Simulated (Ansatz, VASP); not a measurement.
# TiO2 (1T-TiO2, 2 layers, AB stacking) in two plane-wave programs, part 2 of 2

One calculation is typed for both programs; each brings its own data sets. How far apart do they land? Of the first pair: The structure shown is the start of the Ansatz relaxation below; VASP solves that cell, so the two are compared at the walk's first step.

VASP 6.6.1 and Ansatz 0.2.0.

So far: Set-up; Ansatz: relaxation, PBE with D3(BJ).

## Step 3: VASP: single point, PBE with D3(BJ), start cell, pair 1

Level of this step: PBE with D3(BJ), no spin polarisation; plane waves and PAW (O, Ti_sv) (VASP).

The same cell, functional, mesh and smearing now go to VASP, with its own data sets.

Lines of VASP's logs that name or quote its potential files are left out, and so is its time.

INCAR

```
SYSTEM = TiO2
PREC = Accurate
ENCUT = 520
EDIFF = 1E-06
NELM = 120
ISMEAR = -1
SIGMA = 0.05
LREAL = .FALSE.
ALGO = Normal
GGA = PE
IVDW = 12
NBANDS = 30
LASPH = .TRUE.
LORBIT = 11
LWAVE = .FALSE.
LCHARG = .FALSE.
ISIF = 2
LDIPOL = .TRUE.
IDIPOL = 3
DIPOL = 0.5 0.5 0.5
LVHAR = .TRUE.
GGA_COMPAT = .FALSE.
EFERMI = MIDGAP
NELMDL = -8
KPAR = 2
```

POSCAR

```
TiO2
1.0
    2.9900000000      0.0000000000      0.0000000000
   -1.4950000000      2.5894160000      0.0000000000
    0.0000000000      0.0000000000     25.2223840000
O Ti
4 2
Direct
    0.6666665380      0.3333332690      0.3370022437
    0.3333332047      0.6666666023      0.4345819174
    0.9999998713      0.9999999357      0.5654180826
    0.6666665380      0.3333332690      0.6629977563
    0.9999998713      0.9999999357      0.3857920806
    0.3333332047      0.6666666023      0.6142079194
```

KPOINTS

```
Automatic mesh
0
Gamma
12 12 1
0 0 0
```

The projector-augmented-wave data sets are O and Ti_sv (PBE family, release 64).

Command:

```
$ mpirun -np 2 vasp_std
```

Numbers of over 12 decimals in the logs are rounded to 6 here.

What it wrote:

```text
[banner, memory and clock lines left out]
running    2 mpi-ranks, on    1 nodes
 distrk:  each k-point on    1 cores,    2 groups
 distr:  one band on    1 cores,    1 groups

 POSCAR found type information on POSCAR O Ti
 POSCAR found :  2 types and       6 ions
 LDA part: xc-table for (Slater+PW92), standard interpolation
 POSCAR, INCAR and KPOINTS ok, starting setup
 FFT: planning ... GRIDC
 FFT: planning ... GRID_SOFT
 FFT: planning ... GRID
 WAVECAR not read
 entering main loop
       N       E                     dE             d eps       ncg     rms          rms(c)
DAV:   1     0.587026490444E+03    0.58703E+03   -0.24339E+04  1300   0.150E+03
DAV:   2     0.393895389484E+02   -0.54764E+03   -0.52626E+03  1336   0.440E+02
DAV:   3    -0.602054259319E+02   -0.99595E+02   -0.96436E+02  1788   0.174E+02
DAV:   4    -0.670860562866E+02   -0.68806E+01   -0.68687E+01  1802   0.430E+01
DAV:   5    -0.676636053875E+02   -0.57755E+00   -0.57747E+00  1660   0.894E+00
DAV:   6    -0.676800879662E+02   -0.16483E-01   -0.16482E-01  1664   0.191E+00
DAV:   7    -0.676808430562E+02   -0.75509E-03   -0.75509E-03  1624   0.296E-01
DAV:   8    -0.676808531260E+02   -0.10070E-04   -0.10070E-04  1656   0.488E-02    0.264E+01
DAV:   9    -0.562348511607E+02    0.11446E+02   -0.15075E+02  1518   0.893E+01    0.252E+01
DAV:  10    -0.526758788764E+02    0.35590E+01   -0.78891E+01  1524   0.625E+01    0.104E+01
DAV:  11    -0.513979241208E+02    0.12780E+01   -0.33491E+00  1310   0.134E+01    0.707E+00
DAV:  12    -0.510439248563E+02    0.35400E+00   -0.10215E+01  1514   0.219E+01    0.624E+00
DAV:  13    -0.507148694636E+02    0.32906E+00   -0.43437E+00  1496   0.143E+01    0.198E+00
DAV:  14    -0.506866103407E+02    0.28259E-01   -0.13962E-01  1506   0.295E+00    0.150E+00
[...]
DAV:  23    -0.506519953208E+02   -0.14644E-04   -0.44903E-06  1120   0.154E-02    0.826E-03
DAV:  24    -0.506520101933E+02   -0.14872E-04   -0.53614E-06  1210   0.145E-02    0.125E-03
DAV:  25    -0.506520202083E+02   -0.10015E-04   -0.21352E-06   868   0.109E-02    0.463E-03
DAV:  26    -0.506520259174E+02   -0.57092E-05   -0.52406E-07   616   0.513E-03    0.407E-03
DAV:  27    -0.506520272399E+02   -0.13224E-05   -0.25189E-07   570   0.274E-03    0.278E-03
DAV:  28    -0.506520283833E+02   -0.11434E-05   -0.28760E-07   570   0.374E-03    0.112E-03
DAV:  29    -0.506520297025E+02   -0.13192E-05   -0.42761E-07   570   0.363E-03    0.693E-04
DAV:  30    -0.506520300221E+02   -0.31959E-06   -0.13138E-07   570   0.215E-03
   1 F= -.51533404E+02 E0= -.51533404E+02  d E =-.947594E-08
```

OUTCAR, selected parts (step 3):

```text
ion  position               nearest neighbor table
   1  0.667  0.333  0.337-   5 2.12   5 2.12   5 2.12
   2  0.333  0.667  0.435-   5 2.12   5 2.12   5 2.12
   3  1.000  1.000  0.565-   6 2.12   6 2.12   6 2.12
   4  0.667  0.333  0.663-   6 2.12   6 2.12   6 2.12
   5  1.000  1.000  0.386-   2 2.12   2 2.12   1 2.12   1 2.12   2 2.12   1 2.12
   6  0.333  0.667  0.614-   3 2.12   3 2.12   4 2.12   4 2.12   3 2.12   4 2.12

  LATTYP: Found a hexagonal cell.
 ALAT       =     2.9900000000
 C/A-ratio  =     8.4355799331

 Subroutine GETGRP returns: Found 12 space group operations
 (whereof  6 operations were pure point group operations)

The static configuration has the point symmetry C_3v.
 The point group associated with its full space group is D_3d.

 Found     19 irreducible k-points:

   k-points           NKPTS =     19   k-points in BZ     NKDIM =     19   number of bands    NBANDS=     30

   dimension x,y,z NGX =    24 NGY =   24 NGZ =  192
   dimension x,y,z NGXF=    48 NGYF=   48 NGZF=  384

   ENCUT  =  520.0 eV  38.22 Ry    6.18 a.u.   5.56  5.56 46.90*2*pi/ulx,y,z

   NELECT =      48.0000    total number of electrons

 k-points in reciprocal lattice and weights: Automatic mesh
   0.00000000  0.00000000  0.00000000       0.007
   0.08333333 -0.00000000  0.00000000       0.042
   0.16666667 -0.00000000  0.00000000       0.042
   0.25000000  0.00000000  0.00000000       0.042
   0.33333333 -0.00000000  0.00000000       0.042
   0.41666667 -0.00000000  0.00000000       0.042
   0.50000000  0.00000000  0.00000000       0.021
   0.08333333  0.08333333  0.00000000       0.042
   0.16666667  0.08333333  0.00000000       0.083
[...]
0.33333333  0.25000000  0.00000000       0.083
   0.33333333  0.33333333  0.00000000       0.014

 dipolmoment           0.000000      0.000000     -0.000000 electrons x Angstroem

 average (electrostatic) potential at core
       1 -78.2825       2 -78.2831       3 -78.2831       4 -78.2825       5 -85.6273
       6 -85.6273

 E-fermi :  -3.7620

 k-point     1 :       0.0000    0.0000    0.0000
  band No.  band energies     occupation
    ...
     20      -5.1145      2.00000
     21      -4.5872      2.00000
     22      -4.5872      2.00000
     23      -4.5819      2.00000
     24      -4.5819      2.00000
     25      -2.3813      0.00000
     26      -2.3813      0.00000
     27      -2.3804      0.00000
     28      -2.3804      0.00000
     29      -1.7073      0.00000
    ...

 k-point     2 :       0.0833   -0.0000    0.0000
  band No.  band energies     occupation
    ...
     20      -5.0033      2.00000
     21      -4.9268      2.00000
     22      -4.9156      2.00000
     23      -4.7165      2.00000
     24      -4.7103      2.00000
     25      -2.3603      0.00000
     26      -2.3577      0.00000
     27      -2.2511      0.00000
     28      -2.2498      0.00000
     29      -1.6835      0.00000
    ...

 k-point     3 :       0.1667   -0.0000    0.0000
  band No.  band energies     occupation
    ...
     20      -5.7019      2.00000
     21      -4.9878      2.00000
     22      -4.9800      2.00000
     23      -4.9691      2.00000
     24      -4.8328      2.00000
     25      -2.4050      0.00000
     26      -2.3931      0.00000
     27      -1.9669      0.00000
     28      -1.9652      0.00000
     29      -1.5845      0.00000
    ...

 Edisp (eV)   -0.88137

  Total      -7.79236    -7.79236   -20.84555     0.00000     0.00000     0.00000
  in kB     -63.93231   -63.93231  -171.02706     0.00000     0.00000     0.00000
  external pressure =      -99.63 kB  Pullay stress =        0.00 kB

  energy-cutoff  :      520.00
  volume of cell :      195.28
      direct lattice vectors                 reciprocal lattice vectors
     2.990000000  0.000000000  0.000000000     0.334448161  0.193093732  0.000000000
    -1.495000000  2.589416000  0.000000000     0.000000000  0.386187465  0.000000000
     0.000000000  0.000000000 25.222384000     0.000000000  0.000000000  0.039647323

 POSITION                                       TOTAL-FORCE (eV/Angst)
 -----------------------------------------------------------------------------------
      1.49500      0.86314      8.50000        -0.000000      0.000000      4.139978
     -0.00000      1.72628     10.96119         0.000000     -0.000000     -4.115394
      1.49500      2.58942     14.26119        -0.000000      0.000000      4.115394
      1.49500      0.86314     16.72238         0.000000      0.000000     -4.139978
      1.49500      2.58942      9.73060         0.000000      0.000000      0.049478
     -0.00000      1.72628     15.49179         0.000000      0.000000     -0.049478
 -----------------------------------------------------------------------------------
    total drift:                                0.002239      0.001293      0.000333

  FREE ENERGIE OF THE ION-ELECTRON SYSTEM (eV)
  ---------------------------------------------------
  free  energy   TOTEN  =       -51.5334039804 eV

  energy  without entropy=      -51.5334039709  energy(sigma->0) =      -51.53340398

 vacuum level on the upper side and lower side of the slab         4.294         4.294

 total charge
# of ion       s       p       d       tot
------------------------------------------
    1        1.583   3.316   0.000   4.900
    2        1.583   3.317   0.000   4.900
    3        1.583   3.317   0.000   4.900
    4        1.583   3.316   0.000   4.900
    5        2.181   6.200   1.636  10.017
    6        2.181   6.200   1.636  10.017
--------------------------------------------------
tot         10.695  25.667   3.271  39.633

[... 3 further parts left out ...]
```

## Step 4: Side by side

Known differences besides the potentials themselves: the cutoff is 420 eV in Ansatz and 520 eV in VASP. Total energies have different zeros and are not compared.

Forces (eV/Å; atoms numbered as in POSCAR):

| atom | Ansatz x, y, z | VASP x, y, z |
| --- | --- | --- |
| O1 | 0.000, 0.000, 4.196 | 0.000, 0.000, 4.140 |
| O2 | 0.000, 0.000, -4.172 | 0.000, 0.000, -4.115 |
| O3 | 0.000, 0.000, 4.172 | 0.000, 0.000, 4.115 |
| O4 | 0.000, 0.000, -4.196 | 0.000, 0.000, -4.140 |
| Ti5 | 0.000, 0.000, 0.049 | 0.000, 0.000, 0.049 |
| Ti6 | 0.000, 0.000, -0.049 | 0.000, 0.000, -0.049 |

The forces differ by 26 meV/Å r.m.s., which is 1.4 % of the r.m.s. force of 1.946 eV/Å (both taken over all components). With vacuum in the cell, a pressure given here is an average over mostly empty space and none of the material.

## Step 5: Ansatz: relaxation, PBE with D3(BJ)

This run makes the geometry at which the two programs are then compared.

The structure compared here is the end of the Ansatz relaxation.

input.yaml

```yaml
crystal:
  lattice:
    - [2.99, 0.0, 0.0]
    - [-1.495, 2.5894159573, 0.0]
    - [0.0, 0.0, 25.2223842461]
  atoms:
    - { symbol: O, position: [0.6666666667, 0.3333333333, 0.3370022404] }
    - { symbol: Ti, position: [0.0, 0.0, 0.3857920792] }
    - { symbol: O, position: [0.3333333333, 0.6666666667, 0.434581918] }
    - { symbol: O, position: [0.0, 0.0, 0.565418082] }
    - { symbol: Ti, position: [0.3333333333, 0.6666666667, 0.6142079208] }
    - { symbol: O, position: [0.6666666667, 0.3333333333, 0.6629977596] }
kpoints:
  mp_grid: { grid: [12, 12, 1] }
hamiltonian:
  xc: pbe
  dispersion: d3bj
scf:
  occupations: { method: fermi_dirac, width: 0.05 }
  convergence: { dr2_threshold: 1.0e-08 }
efield:
  axis: 3
  dipole_correction: true
  ramp_position: 0.97
  ramp_width: 0.04
relax:
  f_tol: 0.01
  cell: { fix: [c, alpha, beta] }
output:
  write_potential: true
  write_density: true
  volumetric_format: npy
```

Command:

```
$ ansatz run input.yaml --threads 4 --pin off --max-ram 8192MiB --backend cpu --events-out ev --progress --plain --runs-dir out
```

What it wrote:

```text
[...]
Crystal: 6 atoms, lattice volume = 195.281 Å³
Basis set: ecut = 420 eV, 3733 PW (Γ), exchange–correlation on 40×40×360 points (8 copies of the dense FFT grid, shifted against one another)
[...]
atoms:
    - { symbol: O, position: [0.666667, 0.333333, 0.372537] }
    - { symbol: Ti, position: [7.856768522002322e-18, 0, 0.410960] }
    - { symbol: O, position: [0.333333, 0.666667, 0.449108] }
    - { symbol: O, position: [-4.534838339422933e-18, 0, 0.550892] }
    - { symbol: Ti, position: [0.333333, 0.666667, 0.589040] }
    - { symbol: O, position: [0.666667, 0.333333, 0.627463] }
[key lines of the parts left out:]
SCF converged after 6 iterations
Free energy (F): -7277.644602 eV
Fermi energy:    -1.473962 eV
Dipole field:    D = -0.000028 V/Å  (p = -0.000030 e·Å, saw-weighted, corrected)
Work function:   Φ+ = 6.8783 eV   Φ− = 6.8776 eV
P = ⅓ Tr σ = -0.0358 GPa (-0.358 kbar)
```

## Step 6: VASP: single point, PBE with D3(BJ), relaxed cell, pair 2

The same cell, functional, mesh and smearing now go to VASP, with its own data sets.

INCAR, as its differences from that of step 3:

```diff
@@ -2,3 +2,3 @@
 PREC = Accurate
-ENCUT = 520
+ENCUT = 600
 EDIFF = 1E-06
```

POSCAR

```
TiO2
1.0
    2.9786815936      0.0000000000      0.0000000000
   -1.4893407968      2.5796139298      0.0000000000
    0.0000000000      0.0000000000     25.2223842461
O Ti
4 2
Direct
    0.6666666666      0.3333333333      0.3725365095
    0.3333333333      0.6666666666      0.4491083096
    0.9999999999      1.0000000000      0.5508916762
    0.6666666666      0.3333333333      0.6274634763
    0.9999999999      1.0000000000      0.4109595767
    0.3333333333      0.6666666666      0.5890404091
```

KPOINTS is that of step 3.

Command:

```
$ mpirun -np 2 vasp_std
```

What it wrote:

```text
[... set-up lines as in an earlier step ...]
 entering main loop
       N       E                     dE             d eps       ncg     rms          rms(c)
DAV:   1     0.657198446680E+03    0.65720E+03   -0.26027E+04  1276   0.166E+03
DAV:   2     0.439181006643E+02   -0.61328E+03   -0.58865E+03  1372   0.470E+02
DAV:   3    -0.617962010831E+02   -0.10571E+03   -0.10418E+03  1742   0.187E+02
DAV:   4    -0.690134792234E+02   -0.72173E+01   -0.72095E+01  1790   0.463E+01
[...]
DAV:  26    -0.529591805899E+02   -0.17773E-05   -0.11650E-07   570   0.195E-03    0.413E-04
DAV:  27    -0.529591823722E+02   -0.17823E-05   -0.14531E-07   606   0.264E-03    0.810E-04
DAV:  28    -0.529591833382E+02   -0.96597E-06   -0.95072E-08   570   0.240E-03
   1 F= -.54003752E+02 E0= -.54003752E+02  d E =-.252312E-11
```

From OUTCAR (step 6):

```text
 Edisp (eV)   -1.04457

  Total       0.24519     0.24519     0.02633     0.00000     0.00000     0.00000
  in kB       2.02701     2.02701     0.21765     0.00000     0.00000     0.00000
  external pressure =        1.42 kB  Pullay stress =        0.00 kB

 POSITION                                       TOTAL-FORCE (eV/Angst)
 -----------------------------------------------------------------------------------
      1.48934      0.85987      9.39626         0.000000     -0.000000     -0.053405
     -0.00000      1.71974     11.32758         0.000000     -0.000000      0.057176
      2.97868      0.00000     13.89480        -0.000000      0.000000     -0.057176
      1.48934      0.85987     15.82612        -0.000000     -0.000000      0.053405
      2.97868      0.00000     10.36538         0.000000      0.000000      0.000483
     -0.00000      1.71974     14.85700         0.000000     -0.000000     -0.000483
 -----------------------------------------------------------------------------------
    total drift:                                0.000001      0.000001      0.002574

  FREE ENERGIE OF THE ION-ELECTRON SYSTEM (eV)
  ---------------------------------------------------
  free  energy   TOTEN  =       -54.0037522607 eV

  energy  without entropy=      -54.0037522607  energy(sigma->0) =      -54.00375226

[... 1 part as in an earlier step ...]

[... 2 further parts left out ...]
[key lines of the parts left out:]
E-fermi :  -2.9026
```

## Step 7: Comparison

What differs besides the data sets and the points named for the pairs above, as far as they apply: the cutoff is 420 eV in Ansatz and 600 eV in VASP; Ansatz's pressure holds a Pulay correction, VASP's none. Total energies have different zeros and are not compared.

Compared:

| quantity | Ansatz | VASP | difference |
| --- | --- | --- | --- |
| pressure (GPa) | -0.04 | 0.14 | -0.18 |
| gap on the k mesh (eV) | 2.624 | 2.599 | +0.025 |

Forces (eV/Å; atoms numbered as in POSCAR):

| atom | Ansatz x, y, z | VASP x, y, z |
| --- | --- | --- |
| O1 | 0.000, 0.000, 0.003 | 0.000, 0.000, -0.053 |
| O2 | 0.000, 0.000, 0.000 | 0.000, 0.000, 0.057 |
| O3 | 0.000, 0.000, 0.000 | 0.000, 0.000, -0.057 |
| O4 | 0.000, 0.000, -0.003 | 0.000, 0.000, 0.053 |
| Ti5 | 0.000, 0.000, 0.001 | 0.000, 0.000, 0.000 |
| Ti6 | 0.000, 0.000, -0.001 | 0.000, 0.000, 0.000 |

The forces differ by 27 meV/Å r.m.s., where the r.m.s. force is 0.001 eV/Å in Ansatz and 0.026 eV/Å in VASP: the atoms lie near their places of rest in Ansatz, so a percentage would say little (all taken over all components). A gap on the mesh is an upper bound, since the band edges may lie between its points. With vacuum in the cell, a pressure given here is an average over mostly empty space and none of the material.

## Step 8: Results

```yaml
r_m_s_force_difference_single_point_pbe_with_d3_bj_start_cell_pair_1: 1.4 % of the r.m.s. force
r_m_s_force_difference_single_point_pbe_with_d3_bj_relaxed_cell_pair_2: 27 meV/Å
```

What this shows: The r.m.s. force difference is 27 meV/Å (single point, PBE with D3(BJ), relaxed cell, pair 2), beyond the 12 meV/Å picked in this series as the mark of a large difference. What causes the difference of the single point, PBE with D3(BJ), relaxed cell, pair 2 pair stays open here. Such differences can come from data sets, numerical settings and the points named under the comparisons, not from the functional's error against experiment.

[Lines on the potential files, build, host, timing and source positions are cut from VASP's logs without a mark.]

[Logs are printed without paths, hosts, clocks, repeated set-up lines and the standing remarks that a program may print on its own settings, such as how far it seeks lower states.]

[Hosts, paths, dates, database ids (printed as entryN), source tags and the programs' standing remarks are cut or masked in the printed files.]
